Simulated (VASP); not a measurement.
A run of VASP 6.6.1:

INCAR

```
PREC = Accurate
ENCUT = 650
EDIFF = 1E-7
ISMEAR = 0
SIGMA = 0.05
LREAL = Auto
LASPH = T
NELM = 120
ALGO = Fast
ISIF = 2
LWAVE = F
LCHARG = F
GGA = PE
NBANDS = 154
```

Contents of KPOINTS:

```
regular mesh
0
Gamma
  3 3 2
```

Contents of POSCAR:

```
ZnS
1.0
    7.6220000000      0.0000000000      0.0000000000
   -3.8110000000      6.6008456276      0.0000000000
    0.0000000000      0.0000000000     12.4680000000
S Zn
16 16
Direct
    0.3333333334      0.1666666666      0.2500000000
    0.3333333334      0.1666666666      0.4425000000
    0.3333333334      0.1666666666      0.9425000000
    0.3333333334      0.6666666666      0.4425000000
    0.3333333334      0.6666666666      0.9425000000
    0.8333333333      0.1666666666      0.4425000000
    0.8333333333      0.1666666666      0.9425000000
    0.8333333333      0.6666666666      0.4425000000
    0.8333333333      0.6666666666      0.9425000000
    0.1666666666      0.3333333334      0.1925000000
    0.1666666666      0.3333333334      0.6925000000
    0.1666666666      0.8333333333      0.6925000000
    0.6666666666      0.3333333334      0.1925000000
    0.6666666666      0.3333333334      0.6925000000
    0.6666666666      0.8333333333      0.1925000000
    0.6666666666      0.8333333333      0.6925000000
    0.3333333334      0.1666666666      0.7500000000
    0.3333333334      0.6666666666      0.2500000000
    0.3333333334      0.6666666666      0.7500000000
    0.8333333333      0.1666666666      0.2500000000
    0.8333333333      0.1666666666      0.7500000000
    0.8333333333      0.6666666666      0.2500000000
    0.8333333333      0.6666666666      0.7500000000
    0.1666666666      0.3333333334      0.0000000000
    0.1666666666      0.3333333334      0.5000000000
    0.1666666666      0.8333333333      0.0000000000
    0.1666666666      0.8333333333      0.5000000000
    0.6666666666      0.3333333334      0.0000000000
    0.6666666666      0.3333333334      0.5000000000
    0.6666666666      0.8333333333      0.0000000000
    0.6666666666      0.8333333333      0.5000000000
    0.1666666666      0.8333333333      0.1925000000
```

Potentials or basis: VASP PAW PBE potentials, release 64 (S, Zn).

The run is started by

```console
$ cat potpaw_PBE.64/S/POTCAR potpaw_PBE.64/Zn/POTCAR > POTCAR
$ mpirun -np 1 vasp_std > vasp.out
```

Hardware: 1 thread of Intel(R) Xeon(R) Platinum 8375C CPU @ 2.90GHz (Ice Lake), with other jobs on the host.

Task: Estimate the wall time of this run.

Result: It took 35 min on 1 thread of Intel(R) Xeon(R) Platinum 8375C CPU @ 2.90GHz (Ice Lake), with other jobs on the host, peak memory 1.3 GiB. Counts: scf iterations 22, k points 8.
